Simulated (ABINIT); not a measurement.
# Zn (P6_3/mmc) in ABINIT: notebook

One crystal, Zn, is run at these levels: PBEsol; tasks: single point, relaxation of cell and atoms.

Program: ABINIT 10.8.3 (patched build). These are calculated values, not measurements. Logs are shortened: lines on timing, memory, paths and dates and some standing lists are left out, and cuts for length are marked. The log counts tension as positive stress, the text compression.

## 1. The structure

Symmetry: P6_3/mmc, No. 194, hexagonal system. The conventional cell has a = 2.670 Å, b = 2.670 Å, c = 4.966 Å, α = 90.00°, β = 90.00°, γ = 120.00°. Around Zn (site symmetry -6m2) lie 12 Zn at 2.67 to 2.92 Å.

## 2. Single point, PBEsol

Input file run.abi:

```
# Pseudopotentials
pp_dirpath "./"
pseudos "Zn.upf"

# Structure
acell 3*1.0 Angstrom
rprim
     2.6700000000     0.0000000000     0.0000000000
    -1.3350000000     2.3122878281     0.0000000000
     0.0000000000     0.0000000000     4.9660000000
ntypat 1
znucl 30
natom 2
typat 1 1
xred
     0.6666666667     0.3333333333     0.7500000000
     0.3333333333     0.6666666667     0.2500000000

# Plane-wave basis
ecut 38.0

# k points
kptopt 1
ngkpt 8 8 4
nshiftk 1
shiftk 0.0 0.0 0.0

# Exchange and correlation
ixc -116133

# Bands and occupations
nband 24
occopt 3
tsmear 0.00183747

# SCF cycle
nstep 100
tolvrs 1.0e-10

# Output
iomode 3
prtwf 0
prtden 0
prteig 0
prtebands 0
enunit 1
```

Potentials or basis: PseudoDojo NC SR PBEsol v0.4 stringent.

The run is started by

```sh
mpirun --bind-to none -np 4 abinit run.abi > log 2>&1
```

run.abo:

```text
.Version 10.8.3 of ABINIT
 Symmetries : space group P6_3/m m c (#194); Bravais hP (primitive hexag.)
================================================================================
 Values of the parameters that define the memory need of the present run
     intxc =       0    ionmov =       0      iscf =       7    lmnmax =       6
     lnmax =       6     mgfft =      54  mpssoang =       3    mqgrid =    3001
     natom =       2  nloc_mem =       1    nspden =       1   nspinor =       1
    nsppol =       1      nsym =      24    n1xccc =    2501    ntypat =       1
    occopt =       3   xclevel =       2
       mpw =        2334          nfft =       48600          nkpt =          30
================================================================================
================================================================================

--------------------------------------------------------------------------------
------------- Echo of variables that govern the present computation ------------
--------------------------------------------------------------------------------
 -outvars: echo values of preprocessed input variables --------
            acell      1.8897261259E+00  1.8897261259E+00  1.8897261259E+00 Bohr
              amu      6.53900000E+01
             ecut      3.80000000E+01 Hartree
           enunit           1
              ixc     -116133
         kptrlatt        8    0    0      0    8    0      0    0    4
          kptrlen      3.75375198E+01
            natom           2
            nband          24
            ngfft          30      30      54
             nkpt          30
            nstep         100
             nsym          24
           ntypat           1
           occopt           3
           prtden           0
        prtebands           0
           prteig           0
            prtwf           0
            rprim      2.6700000000E+00  0.0000000000E+00  0.0000000000E+00
                      -1.3350000000E+00  2.3122878281E+00  0.0000000000E+00
                       0.0000000000E+00  0.0000000000E+00  4.9660000000E+00
          spgroup         194
           tolvrs      1.00000000E-10
           tsmear      1.83747000E-03 Hartree
            typat      1  1
           xangst      1.3350000000E+00  7.7076260937E-01  3.7245000000E+00
                      -3.2892816734E-16  1.5415252187E+00  1.2415000000E+00
            xcart      2.5227843781E+00  1.4565302398E+00  7.0382849559E+00
                      -6.2158415138E-16  2.9130604796E+00  2.3460949853E+00
             xred      6.6666666667E-01  3.3333333333E-01  7.5000000000E-01
                       3.3333333333E-01  6.6666666667E-01  2.5000000000E-01
            znucl       30.00000

================================================================================

 chkinp: Checking input parameters for consistency.

================================================================================
== DATASET  1 ==================================================================

--- !DatasetInfo
iteration_state: {dtset: 1, }
dimensions: {natom: 2, nkpt: 30, mband: 24, nsppol: 1, nspinor: 1, nspden: 1, mpw: 2334, }
cutoff_energies: {ecut:  38.0, pawecutdg:  -1.0, }
electrons: {nelect:   4.00000000E+01, charge:   0.00000000E+00, occopt:   3.00000000E+00, tsmear:   1.83747000E-03, }
meta: {optdriver: 0, ionmov: 0, optcell: 0, iscf: 7, paral_kgb: 0, }
...

 Real(R)+Recip(G) space primitive vectors, cartesian coordinates (Bohr,Bohr^-1):
 R(1)=  5.0455688  0.0000000  0.0000000  G(1)=  0.1981937  0.1144272  0.0000000
 R(2)= -2.5227844  4.3695907  0.0000000  G(2)=  0.0000000  0.2288544  0.0000000
 R(3)=  0.0000000  0.0000000  9.3843799  G(3)=  0.0000000  0.0000000  0.1065601
 Unit cell volume ucvol=  2.0689809E+02 bohr^3
 Angles (23,13,12)=  9.00000000E+01  9.00000000E+01  1.20000000E+02 degrees

 getcut: wavevector=  0.0000  0.0000  0.0000  ngfft=  30  30  54
         ecut(hartree)=     38.000   => boxcut(ratio)=   2.07363

--- Pseudopotential description ------------------------------------------------
- pspini: atom type   1  psp file is ./Zn.upf
12 -116133 2 -1 1312                          pspcod,pspxc,lmax,lloc,mmax
     nproj     2     2     2

   2.12587485E+03                                ecore*ucvol(ha*bohr**3)
--------------------------------------------------------------------------------

================================================================================

--- !BeginCycle
iteration_state: {dtset: 1, }
solver: {iscf: 7, nstep: 100, nline: 4, wfoptalg: 0, }
tolerances: {tolvrs: 1.00E-10, }
...

     iter   Etot(hartree)      deltaE(h)  residm     vres2
 ETOT  1  -416.66757729211    -4.167E+02 5.880E-01 3.408E+02
 ETOT  2  -417.64077894019    -9.732E-01 3.212E-02 6.084E+02
 ETOT  3  -417.81890003988    -1.781E-01 7.525E-03 4.514E+01
 ETOT  4  -417.82583667629    -6.937E-03 9.240E-04 1.737E+01
 ETOT  5  -417.83036262638    -4.526E-03 3.626E-04 5.561E-01
 ETOT  6  -417.83051065362    -1.480E-04 3.481E-04 2.470E-03
 ETOT  7  -417.83051143924    -7.856E-07 9.925E-05 9.166E-05
 ETOT  8  -417.83051146633    -2.708E-08 9.190E-05 4.358E-06
 ETOT  9  -417.83051146757    -1.246E-09 4.789E-05 3.361E-07
 ETOT 10  -417.83051146767    -9.339E-11 3.109E-05 1.714E-11

 At SCF step   10       vres2   =  1.71E-11 < tolvrs=  1.00E-10 =>converged.

 Cartesian components of stress tensor (hartree/bohr^3)
  sigma(1 1)=  2.02092075E-04  sigma(3 2)=  0.00000000E+00
  sigma(2 2)=  2.02092075E-04  sigma(3 1)=  0.00000000E+00
  sigma(3 3)=  2.82938222E-04  sigma(2 1)=  0.00000000E+00

--- !ResultsGS
iteration_state: {dtset: 1, }
comment   : Summary of ground state results
lattice_vectors:
- [  5.0455688,   0.0000000,   0.0000000, ]
- [ -2.5227844,   4.3695907,   0.0000000, ]
- [  0.0000000,   0.0000000,   9.3843799, ]
lattice_lengths: [   5.04557,    5.04557,    9.38438, ]
lattice_angles: [ 90.000,  90.000, 120.000, ] # degrees, (23, 13, 12)
lattice_volume:   2.0689809E+02
convergence: {deltae: -9.339E-11, res2:  1.714E-11, residm:  3.109E-05, diffor: null, }
etotal    :  -4.17830511E+02
entropy   :   0.00000000E+00
fermie    :   2.76957356E-01
cartesian_stress_tensor: # hartree/bohr^3
- [  2.02092075E-04,   0.00000000E+00,   0.00000000E+00, ]
- [  0.00000000E+00,   2.02092075E-04,   0.00000000E+00, ]
- [  0.00000000E+00,   0.00000000E+00,   2.82938222E-04, ]
pressure_GPa:  -6.7386E+00
xred      :
- [  6.6667E-01,   3.3333E-01,   7.5000E-01, Zn]
- [  3.3333E-01,   6.6667E-01,   2.5000E-01, Zn]
cartesian_forces: # hartree/bohr
- [  5.33665351E-29,   1.54055917E-28,  -0.00000000E+00, ]
- [ -5.33665351E-29,  -1.54055917E-28,  -0.00000000E+00, ]
force_length_stats: {min:   1.63037458E-28, max:   1.63037458E-28, mean:   1.63037458E-28, }
...

 Integrated electronic density in atomic spheres:
 ------------------------------------------------
 Atom  Sphere_radius  Integrated_density
    1        2.00000         18.10874631
    2        2.00000         18.10874631
================================================================================

 ----iterations are completed or convergence reached----

 Mean square residual over all n,k,spin=   13.246E-08; max=  31.086E-06
 reduced coordinates (array xred) for    2 atoms
       0.666666666667      0.333333333333      0.750000000000
       0.333333333333      0.666666666667      0.250000000000
 rms dE/dt=  4.1859E-28; max dE/dt=  9.4243E-28; dE/dt below (all hartree)
    1      -0.000000000000     -0.000000000000      0.000000000000
    2       0.000000000000      0.000000000000      0.000000000000

 cartesian coordinates (angstrom) at end:
    1      1.33500000000000     0.77076260936667     3.72450000000000
    2     -0.00000000000000     1.54152521873333     1.24150000000000

 cartesian forces (hartree/bohr) at end:
    1      0.00000000000000     0.00000000000000    -0.00000000000000
    2     -0.00000000000000    -0.00000000000000    -0.00000000000000
 frms,max,avg= 9.4129720E-29 1.5405592E-28   0.000E+00  0.000E+00  0.000E+00 h/b

 cartesian forces (eV/Angstrom) at end:
    1      0.00000000000000     0.00000000000000    -0.00000000000000
    2     -0.00000000000000    -0.00000000000000    -0.00000000000000
 frms,max,avg= 4.8403448E-27 7.9218738E-27   0.000E+00  0.000E+00  0.000E+00 e/A
 length scales=  1.889726125908  1.889726125908  1.889726125908 bohr
              =  1.000000000000  1.000000000000  1.000000000000 angstroms
 Fermi (or HOMO) energy (eV) =   7.53639   Average Vxc (eV)= -12.15135
 Eigenvalues (   eV  ) for nkpt=  30  k points:
 kpt#   1, nband= 24, wtk=  0.00391, kpt=  0.0000  0.0000  0.0000 (reduced coord)
-118.55721 -118.55636  -72.86958  -72.85789  -72.84275  -72.84275  -72.84143  -72.84143
  -2.70735   -0.85409   -0.14671    0.08698    0.08698    0.13647    0.13647    0.46508
   0.46508    0.67118    0.67118    4.02132    4.60185   21.04540   24.61505   24.90745
 prteigrs : prtvol=0 or 1, do not print more k-points.

--- !EnergyTerms
iteration_state     : {dtset: 1, }
comment             : Components of total free energy in Hartree
kinetic             :  1.84245942498409E+02
hartree             :  1.39603005906591E+02
xc                  : -4.44584590290112E+01
Ewald energy        : -2.45434188462303E+02
psp_core            :  1.02749856201750E+01
local_psp           : -3.66262701903320E+02
non_local_psp       : -9.57989333753406E+01
internal            : -4.17830348744799E+02
'-kT*entropy'       : -1.62722866144989E-04
total_energy        : -4.17830511467665E+02
total_energy_eV     : -1.13697474329024E+04
band_energy         : -4.88995118234206E+01
...

 Cartesian components of stress tensor (hartree/bohr^3)
  sigma(1 1)=  2.02092075E-04  sigma(3 2)=  0.00000000E+00
  sigma(2 2)=  2.02092075E-04  sigma(3 1)=  0.00000000E+00
  sigma(3 3)=  2.82938222E-04  sigma(2 1)=  0.00000000E+00

-Cartesian components of stress tensor (GPa)         [Pressure= -6.7386E+00 GPa]
- sigma(1 1)=  5.94575413E+00  sigma(3 2)=  0.00000000E+00
- sigma(2 2)=  5.94575413E+00  sigma(3 1)=  0.00000000E+00
- sigma(3 3)=  8.32432990E+00  sigma(2 1)=  0.00000000E+00

== END DATASET(S) ==============================================================
================================================================================

 -outvars: echo values of variables after computation  --------
            acell      1.8897261259E+00  1.8897261259E+00  1.8897261259E+00 Bohr
           etotal     -4.1783051147E+02
            fcart      5.3366535138E-29  1.5405591714E-28 -0.0000000000E+00
                      -5.3366535138E-29 -1.5405591714E-28 -0.0000000000E+00
            rprim      2.6700000000E+00  0.0000000000E+00  0.0000000000E+00
                      -1.3350000000E+00  2.3122878281E+00  0.0000000000E+00
                       0.0000000000E+00  0.0000000000E+00  4.9660000000E+00
           strten      2.0209207519E-04  2.0209207538E-04  2.8293822234E-04
                       0.0000000000E+00  0.0000000000E+00  0.0000000000E+00
           xangst      1.3350000000E+00  7.7076260937E-01  3.7245000000E+00
                      -3.2892816734E-16  1.5415252187E+00  1.2415000000E+00
             xred      6.6666666667E-01  3.3333333333E-01  7.5000000000E-01
                       3.3333333333E-01  6.6666666667E-01  2.5000000000E-01
 Calculation completed.
```

It took 35 s on 4 MPI ranks of Intel Xeon at 2.50GHz (Skylake/Cascade Lake), shared host; peak memory 0.28 GiB.

What came out:

```yaml
Free_energy: -11369.7474 eV
Pressure: -6.7 GPa
Band_gap_on_the_k_mesh: none (metal or under the smearing width)
Valence_electrons_inside_the_program's_atomic_spheres: Zn 18.11 (radii [1.0584] Å)
```

Stress tensor (GPa, compression positive):
```
-5.95  0.00  0.00
 0.00 -5.95  0.00
 0.00  0.00 -8.32
```

(Continued in part 2 of 2.)
